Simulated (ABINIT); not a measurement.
**W in ABINIT: convergence with pawecutdg**

Input of the first run (pawecutdg 16.5); the others differ in this setting and in those tied to it:

The input run.abi:

```
pp_dirpath "./"
pseudos "W.GGA_PBE-JTH.xml"

acell 3*1.0
rprim
     0.0225312046     3.7950009158     3.8396627030
     3.8355960124     0.0209079298     3.8412859778
     3.8817733600     3.8428034279    -0.0252713075
ntypat 1
znucl 74
natom 1
typat 1
xred
    -0.0067530000    -0.0087400000     0.0141000000
chkprim 0
chksymtnons 0
tolsym 1.0e-6

ecut 16.0
pawecutdg 16.5
pawxcdev 0

kptopt 1
ngkpt 11 11 11
nshiftk 1
shiftk 0.0 0.0 0.0

ixc 11

nband 11
occopt 6
tsmear 0.00183747

nstep 100
tolvrs 1.0e-9

iomode 3
prtwf 0
prtden 0
prteig 0
prtebands 0
enunit 1
```

Potentials or basis: JTH PAW PBE v2.0.

Launch:

```sh
$ abinit run.abi > log 2>&1
```

The cell isn't the ideal one: cell strained at random at fixed volume.

This isn't the form of W at room conditions, which is bcc.

Hardware: 1 thread of Arm Neoverse V2 (shared host).

Q: The values tried are 16.5, 19.2, 24, 28.8, 35.2, 43.2, 52.8, loosest first. From which on does the energy stay within 1 meV/atom of the tightest run that finished?

A: From 24 on.

```csv
pawecutdg,energy less the tightest run (meV/atom),pressure (GPa),SCF cycles,CPU time (s),peak memory (GiB)
16.5,-2.21,-5.68,10,44,0.18
19.2,-1.58,-5.19,11,48,0.18
24,0.07,-5.64,11,48,0.18
28.8,-0.17,-5.41,12,52,0.18
35.2,-0.45,-5.53,12,52,0.18
43.2,0.14,-5.52,12,52,0.19
52.8,0.00,-5.49,12,52,0.19
```

Against the tightest run, the pressure stays within 0.1 GPa from 28.8 on. The tightest run that finished is the yardstick and may itself not be fully converged.

Spin-orbit coupling is left out, which matters for the levels of W.
